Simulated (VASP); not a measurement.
The system is GaN.

```xyz
2
Lattice="0.0000 2.2535 2.2535 2.2535 0.0000 2.2535 2.2535 2.2535 0.0000" Properties=species:S:1:pos:R:3 pbc="T T T"
Ga    0.0000    0.0000    0.0000
N     1.1268    1.1268    1.1268
```

The cell is a database's computed one.

Base run:

```yaml
Program: VASP 6.6.1
Functional: PBEsol
Potentials_or_basis: VASP PAW PBE potentials, release 64 (Ga_d, N)
Cutoff: 520 eV
k_mesh: 10 × 10 × 10
Occupations: gaussian, width 0.02 eV
Spin: no spin polarisation
```

Its results: band gap on the k mesh 1.68 eV, direct; pressure -1.3 GPa.

The run is repeated on the same cell with these changes: functional from PBEsol to LDA; potentials or basis from VASP PAW PBE potentials, release 64 (Ga_d, N) to VASP PAW LDA potentials, release 64 (Ga_d, N). What comes out?

Band gap on the k mesh 1.75 eV, direct; pressure -5.5 GPa.

Caveats: the PAW data sets were made with another functional, which shifts forces and pressure a little (some runs).
